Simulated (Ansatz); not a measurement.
Level of theory: DFT PBE, scalar-relativistic, plane waves, PAW in Ansatz. Settings: cutoff 420 eV, Γ-centred meshes spaced at most about 0.3 Å⁻¹ (2π included), Gaussian smearing. No spin polarisation.

All energies are static (0 K, no zero-point motion).

Two forms of Si4Ge were relaxed alike.

A.

```cif
data_structure
_symmetry_space_group_name_H-M 'R-3m:H'
_symmetry_Int_Tables_number 166
_cell_length_a 3.9047
_cell_length_b 3.9047
_cell_length_c 47.8375
_cell_angle_alpha 90.000
_cell_angle_beta 90.000
_cell_angle_gamma 120.000
_cell_volume 631.64
loop_
_atom_site_label
_atom_site_type_symbol
_atom_site_symmetry_multiplicity
_atom_site_Wyckoff_symbol
_atom_site_fract_x
_atom_site_fract_y
_atom_site_fract_z
_atom_site_occupancy
Si1 Si 6 c 0.00000 0.00000 0.22663 1
Si2 Si 6 c 0.33333 0.66667 0.24276 1
Si3 Si 6 c 0.66667 0.33333 0.30856 1
Si4 Si 6 c 0.33333 0.66667 0.29233 1
Ge1 Ge 6 c 0.00000 0.00000 0.17605 1
```

B.

```cif
data_structure
_symmetry_space_group_name_H-M 'I4_1/a:1'
_symmetry_Int_Tables_number 88
_cell_length_a 8.7278
_cell_length_b 8.7278
_cell_length_c 5.5202
_cell_angle_alpha 90.000
_cell_angle_beta 90.000
_cell_angle_gamma 90.000
_cell_volume 420.50
loop_
_atom_site_label
_atom_site_type_symbol
_atom_site_symmetry_multiplicity
_atom_site_Wyckoff_symbol
_atom_site_fract_x
_atom_site_fract_y
_atom_site_fract_z
_atom_site_occupancy
Si1 Si 16 f 0.70187 0.89840 0.49470 1
Ge1 Ge 4 a 0.00000 0.00000 0.00000 1
```

Problem. Which placement of the atoms is lower in energy, and by how much?

Solution. B is lower, by 3 meV/atom. The two share one framework of sites and differ in which element sits where. A has Si and Ge ordered on diamond sites, space group R-3m (No. 166), 21.1 Å³/atom and a gap of 0.36 eV on its mesh; B has Si and Ge ordered on diamond sites, space group I4_1/a (No. 88), 21.0 Å³/atom and a gap of 0.72 eV. Counting Si atoms around Ge (those within 1.25 times the shortest such distance or 1.15 times the sum of covalent radii), A has Ge 1 and B has Ge 4. Both come from invented guesses.

Kohn–Sham gaps at this level usually fall short of measured ones. Cells relaxed within their symmetry can be saddle points.
